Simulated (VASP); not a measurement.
# SiC (Moissanite 6H) (P6_3mc) in VASP: notebook

The runs below take SiC (Moissanite 6H) through relaxation of cell and atoms, with optB88-vdW, optPBE-vdW.

Everything below comes from runs of VASP 6.6.1. Logs are shortened: lines on timing, memory, paths and dates and some standing lists are left out, and cuts for length are marked.

## Step 1: The structure

It takes space group P6_3mc (No. 186, hexagonal). Conventional cell: a = 3.095 Å, b = 3.095 Å, c = 15.170 Å, α = 90.00°, β = 90.00°, γ = 120.00°. Si (site symmetry 3m) has 4 C at 1.90 Å as nearest neighbours. Si (site symmetry 3m) has 4 C at 1.90 Å as nearest neighbours. Si (site symmetry 3m) is surrounded by 4 C at 1.90 Å. C (site symmetry 3m) is surrounded by 4 Si at 1.90 Å. C (site symmetry 3m) has 4 Si at 1.90 Å as nearest neighbours. C (site symmetry 3m) has 4 Si at 1.90 Å as nearest neighbours.

## Step 2: Relaxation of cell and atoms, optB88-vdW

File INCAR:

```
SYSTEM = SiC
AGGAC    = 0.0          
ALGO     = Normal         ! electronic algorithm
EDIFF    = 1E-7           ! SCF threshold, eV
EDIFFG   = -0.01          ! ionic threshold
ENCUT    = 600            ! plane-wave cutoff, eV
GGA      = BO             ! functional
IBRION   = 2              ! ionic algorithm
ISIF     = 3              ! what is computed and relaxed
ISMEAR   = -1             ! smearing method
LASPH    = .TRUE.         ! aspherical terms in the spheres
LCHARG   = .FALSE.        ! write CHGCAR
LREAL    = .FALSE.        ! projectors in reciprocal space
LUSE_VDW = .TRUE.       
LWAVE    = .FALSE.        ! write WAVECAR
NELM     = 100            ! most SCF steps
NSW      = 60             ! ionic steps
PARAM1   = 0.1833333333 
PARAM2   = 0.22         
PREC     = Accurate       ! precision mode
SIGMA    = 0.05           ! smearing width, eV
```

File KPOINTS:

```
k-points
0
G
  10 10 2
  0 0 0
```

File POSCAR:

```
SiC
1.0
    3.0950000000      0.0000000000      0.0000000000
   -1.5475000000      2.6803486247      0.0000000000
    0.0000000000      0.0000000000     15.1700000000
Si C
6 6
Direct
    0.6666666667      0.3333333333      0.4583000000
    0.3333333333      0.6666666667      0.9583000000
    0.6666666667      0.3333333333      0.7917000000
    0.3333333333      0.6666666667      0.2917000000
    0.0000000000      0.0000000000      0.6250000000
    0.0000000000      0.0000000000      0.1250000000
    0.6666666667      0.3333333333      0.3333000000
    0.3333333333      0.6666666667      0.8333000000
    0.6666666667      0.3333333333      0.6667000000
    0.3333333333      0.6666666667      0.1667000000
    0.0000000000      0.0000000000      0.5000000000
    0.0000000000      0.0000000000      0.0000000000
```

Potentials or basis: VASP PAW PBE potentials, release 64 (Si, C).

Command:

```bash
cat potpaw_PBE.64/Si/POTCAR potpaw_PBE.64/C/POTCAR > POTCAR
mpirun -np 1 vasp_std > vasp.out
```

OUTCAR:

```text
SYSTEM = SiC
   EDIFF = 1E-7
   EDIFFG = -0.01
   ENCUT = 600
   GGA = BO
   IBRION = 2
   ISIF = 3
   ISMEAR = -1
   LASPH = .TRUE.
   LREAL = .FALSE.
   NELM = 100
   NSW = 60
   PREC = Accurate

 ion  position               nearest neighbor table
   1  0.667  0.333  0.458-  11 1.90  11 1.90  11 1.90   7 1.90   4 3.10   4 3.10   4 3.10   5 3.10
                             5 3.10   5 3.10
   2  0.333  0.667  0.958-  12 1.90  12 1.90  12 1.90   8 1.90   3 3.10   3 3.10   3 3.10   6 3.10
                             6 3.10   6 3.10
   3  0.667  0.333  0.792-   8 1.90   8 1.90   8 1.90   9 1.90   2 3.10   2 3.10   2 3.10   5 3.10
                             5 3.10   5 3.10
   4  0.333  0.667  0.292-   7 1.90   7 1.90   7 1.90  10 1.90   1 3.10   1 3.10   1 3.10   6 3.10
                             6 3.10   6 3.10
   5  0.000  0.000  0.625-   9 1.90   9 1.90   9 1.90  11 1.90   3 3.10   1 3.10   3 3.10   1 3.10
                             1 3.10   3 3.10
   6  0.000  0.000  0.125-  10 1.90  10 1.90  10 1.90  12 1.90   4 3.10   2 3.10   2 3.10   4 3.10
                             4 3.10   2 3.10
   7  0.667  0.333  0.333-   4 1.90   4 1.90   4 1.90   1 1.90
   8  0.333  0.667  0.833-   3 1.90   3 1.90   3 1.90   2 1.90
   9  0.667  0.333  0.667-   5 1.90   5 1.90   5 1.90   3 1.90
  10  0.333  0.667  0.167-   6 1.90   6 1.90   6 1.90   4 1.90
  11  0.000  0.000  0.500-   1 1.90   1 1.90   1 1.90   5 1.90
  12  0.000  0.000  0.000-   2 1.90   2 1.90   2 1.90   6 1.90

  LATTYP: Found a hexagonal cell.
 ALAT       =     3.0950000000
 C/A-ratio  =     4.9014539580

  Lattice vectors:

 A1 = (   3.0950000000,   0.0000000000,   0.0000000000)
 A2 = (  -1.5475000000,   2.6803486247,   0.0000000000)
 A3 = (   0.0000000000,   0.0000000000,  15.1700000000)

Analysis of symmetry for initial positions (statically):
=====================================================================
 Subroutine PRICEL returns:
 Original cell was already a primitive cell.

 Routine SETGRP: Setting up the symmetry group for a
 hexagonal supercell.

 Subroutine GETGRP returns: Found 12 space group operations
 (whereof  6 operations were pure point group operations)
 out of a pool of 24 trial point group operations.

The static configuration has the point symmetry C_3v.
 The point group associated with its full space group is C_6v.

Analysis of symmetry for dynamics (positions and initial velocities):
=====================================================================
 Subroutine PRICEL returns:
 Original cell was already a primitive cell.

 Routine SETGRP: Setting up the symmetry group for a
 hexagonal supercell.

 Subroutine GETGRP returns: Found 12 space group operations
 (whereof  6 operations were pure point group operations)
 out of a pool of 24 trial point group operations.

The dynamic configuration has the point symmetry C_3v.
 The point group associated with its full space group is C_6v.

 Subroutine INISYM returns: Found 12 space group operations
 (whereof  6 operations are pure point group operations),
 and found     1 'primitive' translations

----------------------------------------------------------------------------------------

                                     Primitive cell

  volume of cell :     125.8455

  direct lattice vectors                    reciprocal lattice vectors
     3.095000000  0.000000000  0.000000000     0.323101777  0.186542898  0.000000000
    -1.547500000  2.680348625  0.000000000     0.000000000  0.373085796  0.000000000
     0.000000000  0.000000000 15.170000000     0.000000000  0.000000000  0.065919578

  length of vectors
     3.095000000  3.095000000 15.170000000     0.373085796  0.373085796  0.065919578

  position of ions in fractional coordinates (direct lattice)
     0.666666667  0.333333333  0.458300000
     0.333333333  0.666666667  0.958300000
     0.666666667  0.333333333  0.791700000
     0.333333333  0.666666667  0.291700000
     0.000000000  0.000000000  0.625000000
     0.000000000  0.000000000  0.125000000
     0.666666667  0.333333333  0.333300000
     0.333333333  0.666666667  0.833300000
     0.666666667  0.333333333  0.666700000
     0.333333333  0.666666667  0.166700000
     0.000000000  0.000000000  0.500000000
     0.000000000  0.000000000  0.000000000

  ion indices of the primitive-cell ions
   primitive index   ion index
                 1           1
                 2           2
                 3           3
                 4           4
                 5           5
                 6           6
                 7           7
                 8           8
                 9           9
                10          10
                11          11
                12          12

----------------------------------------------------------------------------------------

 KPOINTS: k-points

Automatic generation of k-mesh.
 Grid dimensions read from file:
 generate k-points for:   10   10    2

 Generating k-lattice:

  Cartesian coordinates                     Fractional coordinates (reciprocal lattice)
     0.032310178  0.018654290  0.000000000     0.100000000  0.000000000  0.000000000
     0.000000000  0.037308580  0.000000000     0.000000000  0.100000000  0.000000000
     0.000000000  0.000000000  0.032959789     0.000000000  0.000000000  0.500000000

  Length of vectors
     0.037308580  0.037308580  0.032959789

  Shift w.r.t. Gamma in fractional coordinates (k-lattice)
     0.000000000  0.000000000  0.000000000

 Subroutine IBZKPT returns following result:
 ===========================================

 Found     28 irreducible k-points:

 Following reciprocal coordinates:
            Coordinates               Weight
  0.000000  0.000000  0.000000      1.000000
  0.100000 -0.000000  0.000000      6.000000
  0.200000 -0.000000  0.000000      6.000000
  0.300000 -0.000000  0.000000      6.000000
  0.400000 -0.000000  0.000000      6.000000
  0.500000 -0.000000  0.000000      3.000000
[... 16 lines left out ...]
  0.300000  0.100000  0.500000     12.000000
  0.400000  0.100000  0.500000     12.000000
 [... further k-points ...]
   k-points           NKPTS =     28   k-points in BZ     NKDIM =     28   number of bands    NBANDS=     31
   number of dos      NEDOS =    301   number of ions     NIONS =     12
   total plane-waves  NPLWV =  98784
   dimension x,y,z NGX =    28 NGY =   28 NGZ =  126
   dimension x,y,z NGXF=    56 NGYF=   56 NGZF=  252
   ions per type =               6   6
   NGX,Y,Z   is equivalent  to a cutoff of  15.04, 15.04, 13.81 a.u.
   NGXF,Y,Z  is equivalent  to a cutoff of  30.08, 30.08, 27.62 a.u.
 SYSTEM =  SiC
   PREC   = accura    normal or accurate (medium, high low for compatibility)
   ISTART =      0    job   : 0-new  1-cont  2-samecut
   ICHARG =      2    charge: 1-file 2-atom 10-const
   ISPIN  =      1    spin polarized calculation?
   LNONCOLLINEAR =      F non collinear calculations
   LSORBIT =      F    spin-orbit coupling
   LASPH  =      T    aspherical Exc in radial PAW
   ENCUT  =  600.0 eV  44.10 Ry    6.64 a.u.   6.18  6.18 30.30*2*pi/ulx,y,z
   NELM   =    100;   NELMIN=  2; NELMDL= -5     # of ELM steps
   EDIFF  = 0.1E-06   stopping-criterion for ELM
   LREAL  =      F    real-space projection
   EDIFFG = -.1E-01   stopping-criterion for IOM
   NSW    =     60    number of steps for IOM
   IBRION =      2    ionic relax: 0-MD 1-quasi-New 2-CG
   NFREE  =      1    steps in history (QN), initial steepest desc. (CG)
   ISIF   =      3    stress and relaxation
   ISYM   =      2    0-nonsym 1-usesym 2-fastsym
   POTIM  = 0.5000    time-step for ionic-motion
   TEBEG  =    0.0;   TEEND  =   0.0 temperature during run
   PSTRESS=    0.0 pullay stress
   NELECT =      48.0000    total number of electrons
   NUPDOWN=      -1.0000    fix difference up-down
   EMIN   =  10.00;   EMAX   =-10.00  energy-range for DOS
   EFERMI =   0.00;   METHOD = LEGACY
   ISMEAR =    -1;   SIGMA  =   0.05  broadening in eV -4-tet -1-fermi 0-gaus
   EFERMI_NEDOS =   21; number of points for ismear=-14 and -15
   IALGO  =     38    algorithm
   IMIX   =      4    mixing-type and parameters
     AMIX     =   0.40;   BMIX     =  1.00
     AMIX_MAG =   1.60;   BMIX_MAG =  1.00
  volume/ion in A,a.u.               =      10.49        70.77
  Fermi-wavevector in a.u.,A,eV,Ry     =   1.187252  2.243580 19.178312  1.409566
  Thomas-Fermi vector in A             =   2.323407
   LORBIT       =      0    0 simple, 1 ext, 2 COOP (PROOUT), +10 PAW based schemes
   GGA     = BO    functional components
   LHFCALC =     F    Hartree Fock is set to
   AEXX    =    0.0000 exact exchange contribution
   IVDW_NL    =     1    kernel type
   BPARAM     = 6.3000
   IVDW    =     0    specifies the selected vdW correction
   LEPSILON=     F    determine dielectric tensor
   LRPA    =     F    only Hartree local field effects (RPA)
 conjugate gradient relaxation of ions
 non-spin polarized calculation
  energy-cutoff  :      600.00
  volume of cell :      125.85
 maximum number of plane-waves:      4226
 NGX is ok and might be reduce to    28
   NGX = 13   NGY = 13   NGZ = 61

--------------------------------------- Ionic step        1  -------------------------------------------

 number of electron      47.9999999 magnetization

 Free energy of the ion-electron system (eV)
  ---------------------------------------------------
  ext. energy  EPLUGINS =         0.00000000
  ---------------------------------------------------
  free energy    TOTEN  =       -76.17837803 eV

  energy without entropy =      -76.17837803  energy(sigma->0) =      -76.17837803

------------------------ aborting loop because EDIFF is reached ----------------------------------------

  FORCE on cell =-STRESS in cart. coord.  units (eV):
  Direction    XX          YY          ZZ          XY          YZ          ZX
  --------------------------------------------------------------------------------------
  -------------------------------------------------------------------------------------
  Total       -0.0265294     -0.0265294      0.6974542      0.0000000      0.0000000      0.0000000
  in kB       -0.3377540     -0.3377540      8.8795053      0.0000000      0.0000000      0.0000000
  external PRESSURE =       2.7346658 kB  Pullay stress =       0.0000000 kB
[... 129 lines left out ...]
Total vdW correction in eV:      5.7110144

--------------------------------------- Ionic step        4  -------------------------------------------

 number of electron      48.0000000 magnetization

 Free energy of the ion-electron system (eV)
  ---------------------------------------------------
  ext. energy  EPLUGINS =         0.00000000
  ---------------------------------------------------
  free energy    TOTEN  =       -76.17970995 eV

  energy without entropy =      -76.17970995  energy(sigma->0) =      -76.17970995

 E-fermi :   8.8960     XC(G=0): -11.2226

 val. band max:        7.8946886691   @ k =   0.0000   0.0000   0.0000
 cond. band min:      10.0778444676   @ k =   0.5000  -0.0000   0.0000
 fundamental gap:      2.1831557985
 Fermi energy:         8.8960416744

 k-point     1 :       0.0000    0.0000    0.0000
  band No.  band energies     occupation
      1      -7.3634      2.00000
      2      -6.8501      2.00000
      3      -6.8167      2.00000
      4      -5.3515      2.00000
      5      -5.3218      2.00000
      6      -3.8812      2.00000
[... 805 lines left out ...]
     30      13.2283      0.00000
     31      13.7217      0.00000

 [... further k-points ...]

------------------------ aborting loop because EDIFF is reached ----------------------------------------

  FORCE on cell =-STRESS in cart. coord.  units (eV):
  Direction    XX          YY          ZZ          XY          YZ          ZX
  --------------------------------------------------------------------------------------
  -------------------------------------------------------------------------------------
  Total       -0.0195699     -0.0195699     -0.0228513      0.0000000      0.0000000      0.0000000
  in kB       -0.2487951     -0.2487951     -0.2905120      0.0000000      0.0000000      0.0000000
  external PRESSURE =      -0.2627008 kB  Pullay stress =       0.0000000 kB
[... 27 lines left out ...]
  FREE ENERGIE OF THE ION-ELECTRON SYSTEM (eV)
  ---------------------------------------------------
  free  energy   TOTEN  =       -76.1797099535 eV

  energy  without entropy=      -76.1797099534  energy(sigma->0) =      -76.17970995

Total vdW correction in eV:      5.7111820

 reached required accuracy - stopping structural energy minimisation
```

Run time: 7.7 min. Hardware: 1 thread of Intel Xeon 6975P-C (Granite Rapids), shared host; peak memory 0.83 GiB.

What came out:

| Item | Value |
| --- | --- |
| Free energy | -76.1797 eV |
| Relaxed volume | 10.50 Å³/atom |
| Relaxed cell | a = 3.095 Å, b = 3.095 Å, c = 15.192 Å, α = 90.00°, β = 90.00°, γ = 120.00° |
| Space group after relaxing (to 0.05 Å) | P6_3mc (No. 186) |
| Energy gained by relaxing | 0.1 meV/atom |
| Ionic steps | 4 |
| Pressure after relaxing | 0.0 GPa |
| Largest force after relaxing | 0.005 eV/Å |
| Band gap on the k mesh | 2.18 eV, indirect (least direct gap 3.28 eV) |

Forces on the atoms (eV/Å):
```
Si   0.000  0.000  0.001
Si   0.000  0.000  0.001
Si   0.000  0.000  0.003
Si   0.000  0.000  0.003
Si   0.000  0.000  0.002
Si   0.000  0.000  0.002
C    0.000  0.000 -0.002
C    0.000  0.000 -0.002
C    0.000  0.000  0.000
C    0.000  0.000  0.000
C    0.000  0.000 -0.005
C    0.000  0.000 -0.005
```

Step by step:
| step | energy change (eV) | largest force (eV/Å) | pressure (GPa) | volume (Å³) |
| --- | --- | --- | --- | --- |
| 1 | 0.0000 | 0.1411 | 0.27 | 125.85 |
| 2 | -0.0002 | 0.1078 | -0.26 | 126.17 |
| 3 | -0.0012 | 0.0392 | -0.01 | 126.02 |
| 4 | -0.0013 | 0.0047 | -0.03 | 126.03 |

Final structure:
```
CELL_PARAMETERS angstrom
3.09492 0.00000 0.00000
-1.54746 2.68028 0.00000
0.00000 0.00000 15.19247
ATOMIC_POSITIONS crystal
Si 0.66667 0.33333 0.45826
Si 0.33333 0.66667 0.95826
Si 0.66667 0.33333 0.79180
Si 0.33333 0.66667 0.29180
Si 0.00000 0.00000 0.62505
Si 0.00000 0.00000 0.12505
C 0.66667 0.33333 0.33331
C 0.33333 0.66667 0.83331
C 0.66667 0.33333 0.66688
C 0.33333 0.66667 0.16688
C 0.00000 0.00000 0.49970
C 0.00000 0.00000 0.99970
```

Caveat: the PAW data sets were made with another functional, which shifts forces and pressure a little. A k mesh can miss the band edges.

## Step 3: Relaxation of cell and atoms, optPBE-vdW

File INCAR:

```
SYSTEM = SiC
  PREC = Accurate
  ENCUT = 600
  EDIFF = 1E-7
  ISMEAR = -1
  SIGMA = 0.05
  LREAL = .FALSE.
  LASPH = .TRUE.
  NELM = 100
  ALGO = Normal
  ISIF = 3
  LWAVE = .FALSE.
  LCHARG = .FALSE.
  GGA = OR
  LUSE_VDW = .TRUE.
  AGGAC = 0.0
  IBRION = 2
  NSW = 60
  EDIFFG = -0.02
```

File KPOINTS:

```
regular mesh
0
G
  10 10 2
  0 0 0
```

POSCAR is that of step 2.

Potentials or basis: VASP PAW PBE potentials, release 64 (Si, C).

Command:

```bash
cat potpaw_PBE.64/Si/POTCAR potpaw_PBE.64/C/POTCAR > POTCAR
mpirun -np 1 vasp_std > vasp.out
```

It took 8.6 min on 1 thread of Intel Xeon 6975P-C (Granite Rapids), shared host; peak memory 0.84 GiB.

The run converged. Its results:

* Free energy: -74.3730 eV
* Relaxed volume: 10.57 Å³/atom
* Relaxed cell: a = 3.102 Å, b = 3.102 Å, c = 15.224 Å, α = 90.00°, β = 90.00°, γ = 120.00°
* Space group after relaxing (to 0.05 Å): P6_3mc (No. 186)
* Energy gained by relaxing: 0.5 meV/atom
* Ionic steps: 4
* Pressure after relaxing: 0.0 GPa
* Largest force after relaxing: 0.014 eV/Å
* Band gap on the k mesh: 2.18 eV, indirect (least direct gap 3.27 eV)

Forces in eV/Å, atoms in the order of the input:
```
Si   0.000  0.000  0.005
Si   0.000  0.000  0.005
Si   0.000  0.000  0.004
Si   0.000  0.000  0.004
Si   0.000  0.000  0.005
Si   0.000  0.000  0.005
C    0.000  0.000 -0.003
C    0.000  0.000 -0.003
C    0.000  0.000  0.003
C    0.000  0.000  0.003
C    0.000  0.000 -0.014
C    0.000  0.000 -0.014
```

Step by step:
```tsv
step	energy change (eV)	largest force (eV/Å)	pressure (GPa)	volume (Å³)
1	0.0000	0.1405	1.67	125.85
2	-0.0003	0.1072	-1.59	127.85
3	-0.0062	0.0360	-0.01	126.85
4	-0.0063	0.0138	-0.02	126.86
```

Final structure:
```
Si C
1.0
     3.10193    0.00000    0.00000
    -1.55096    2.68635    0.00000
     0.00000    0.00000   15.22431
Si C
6 6
Direct
  0.66667 0.33333 0.45826
  0.33333 0.66667 0.95826
  0.66667 0.33333 0.79180
  0.33333 0.66667 0.29180
  0.00000 0.00000 0.62505
  0.00000 0.00000 0.12505
  0.66667 0.33333 0.33331
  0.33333 0.66667 0.83331
  0.66667 0.33333 0.66686
  0.33333 0.66667 0.16686
  0.00000 0.00000 0.49972
  0.00000 0.00000 0.99972
```

Levels at points of the mesh, in eV from the valence-band top:
| k point | band 20 | band 21 | band 22 | band 23 | band 24 | band 25 | band 26 | band 27 | band 28 | band 29 |
| --- | --- | --- | --- | --- | --- | --- | --- | --- | --- | --- |
| (0.00, 0.00, 0.00) | -0.30 | -0.30 | -0.04 | 0.00 | 0.00 | 5.09 | 5.27 | 5.66 | 6.16 | 6.17 |
| (0.50, 0.00, 0.00) | -2.21 | -1.78 | -1.75 | -1.62 | -1.09 | 2.18 | 2.36 | 3.33 | 3.98 | 4.67 |
| (0.00, 0.00, 0.50) | -0.63 | -0.09 | -0.09 | -0.09 | -0.09 | 5.16 | 5.16 | 5.89 | 5.89 | 6.53 |
| (0.50, 0.00, 0.50) | -2.30 | -1.69 | -1.69 | -1.29 | -1.29 | 2.22 | 2.22 | 3.54 | 3.54 | 4.84 |

Caveat: the PAW data sets were made with another functional, which shifts forces and pressure a little.
